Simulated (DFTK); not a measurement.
Sn, 2 atoms in the cell. The structure is cubic, space group Fd-3m (No. 227). The conventional cell has a = 6.467 Å, b = 6.467 Å, c = 6.467 Å, α = 90.00°, β = 90.00°, γ = 90.00°. Sn (site symmetry -43m) has 4 Sn at 2.80 Å as nearest neighbours. This isn't the form of Sn at room conditions, which is tetragonal (white tin).

| Quantity | Value |
| --- | --- |
| Program | DFTK 0.8.2 |
| Task | equation of state |
| Functional | PBE |
| Potentials or basis | dojo.nc.sr.pbe.v0_4_1.standard.upf (PBE) |
| Cutoff | 980 eV |
| k mesh | 7 × 7 × 7 |
| Occupations | fermi-dirac, width 0.05 eV |
| Spin | no spin polarisation |
| Valence electrons | Sn 14 |
| Volume scales | [0.94, 0.96, 0.98, 1.0, 1.02, 1.04, 1.06] |
| SCF tolerance on the density | 1e-06 |

Potentials or basis: dojo.nc.sr.pbe.v0_4_1.standard.upf (PBE).

Run with:

```console
$ julia --threads=1 run.jl  # save.jl only writes the numbers to a file and isn't shown; printed stress counts tension as positive; times include loading and compiling
```

Hardware: 1 thread of AMD EPYC 9R14 (Zen 4), on a shared host.

Problem. How long does it take, and how much memory?

Solution. Wall time 13 min on 1 thread of AMD EPYC 9R14 (Zen 4) (shared host), peak memory 2.1 GiB. Counts: scf iterations 81, bands 19.
